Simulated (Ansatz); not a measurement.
InSe:

```
In Se
1.0
     4.04733    0.00000    0.00000
    -2.02366    3.50509    0.00000
     0.00000    0.00000   18.05206
In Se
4 4
Direct
  0.33333 0.66667 0.07739
  0.33333 0.66667 0.92261
  0.00000 0.00000 0.42261
  0.00000 0.00000 0.57739
  0.33333 0.66667 0.35298
  0.33333 0.66667 0.64702
  0.66667 0.33333 0.14700
  0.66667 0.33333 0.85300
```

Measurements of this composition are mostly on another form, of space group No. 160.

```yaml
Program: Ansatz 0.2.0
Task: relaxation of cell and atoms
Functional: PBE
Potentials_or_basis: Ansatz PAW
Cutoff: "420 eV (not typed: the program's choice for these potentials)"
k_mesh: 8 × 8 × 2
Occupations: fermi-dirac, width 0.05 eV
Spin: no spin polarisation
```

At the start: volume 32.01 Å³/atom.

Q: How do energy, volume and symmetry change on relaxing?

A: It ends after 7 steps and the volume is 33.76 Å³/atom (+5.5 %); space group P-6m2 (No. 187, to 0.05 Å).

Step by step:
```csv
step,energy change (eV),largest force (eV/Å),volume (Å³)
1,0.0000,0.2391,256.09
2,-0.0344,0.0117,262.72
3,-0.0349,0.0008,264.34
4,-0.0353,0.0105,266.64
5,-0.0355,0.0064,268.98
6,-0.0354,0.0022,270.08
7,-0.0376,0.0021,270.08
```

Final structure:
```xyz
8
Lattice="4.0878 0.0000 0.0000 -2.0439 3.5402 0.0000 0.0000 0.0000 18.6627" Properties=species:S:1:pos:R:3 pbc="T T T"
In    0.0000    2.3601    1.4128
In    0.0000    2.3601   17.2499
In    0.0000    0.0000    7.9185
In    0.0000    0.0000   10.7442
Se    0.0000    2.3601    6.6454
Se    0.0000    2.3601   12.0173
Se    2.0439    1.1801    2.6858
Se    2.0439    1.1801   15.9769
```

Caveat: the plane-wave basis is chosen anew once the cell has moved, so the energies of steps on either side of that aren't comparable; this functional lacks dispersion, which binds the layers, so the pressure and a relaxed spacing across them are unreliable.
